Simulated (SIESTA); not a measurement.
ZnS:

```
Zn S
1.0
     0.00000    2.70200    2.70200
     2.70200    0.00000    2.70200
     2.70200    2.70200    0.00000
Zn S
1 1
Direct
  0.75000 0.75000 0.75000
  0.00000 0.00000 0.00000
```

Base run:

```yaml
Program: SIESTA 5.4.2
Functional: PBE
Potentials_or_basis: PseudoDojo 0.4 standard (PBE files)
Basis: DZP (energy shift 0.002 Ry)
Grid_cutoff: 800 Ry
Energy_shift: 0.002 Ry
k_mesh: 7 × 7 × 7
Occupations: fermi-dirac, width 0.05 eV
Spin: no spin polarisation
```

Its results: band gap on the k mesh 2.76 eV, direct; pressure 3.6 GPa.

Task: The run is repeated on the same cell with these changes: functional from PBE to RGE2; k mesh from 7 × 7 × 7 to 9 × 9 × 9. What comes out?

Result: Band gap on the k mesh 2.71 eV, direct; pressure 2.0 GPa.

Several settings changed at once, so the effect can't be laid on one alone.

Caveats: semicore shells carry a single zeta, which can move pressures by several GPa and volumes by a few percent; the valence orbitals were made in a potential fitted to the semicore shell under them, which widens gaps by tenths of an eV or more; the basis of atomic orbitals isn't converged, which shifts pressures, moduli and gaps; the basis holds too few empty states to meet the f-sum rule, so the spectrum is short of weight at high energy (some runs); an odd mesh through Γ misses points on the zone boundary, where band edges often lie (some runs).
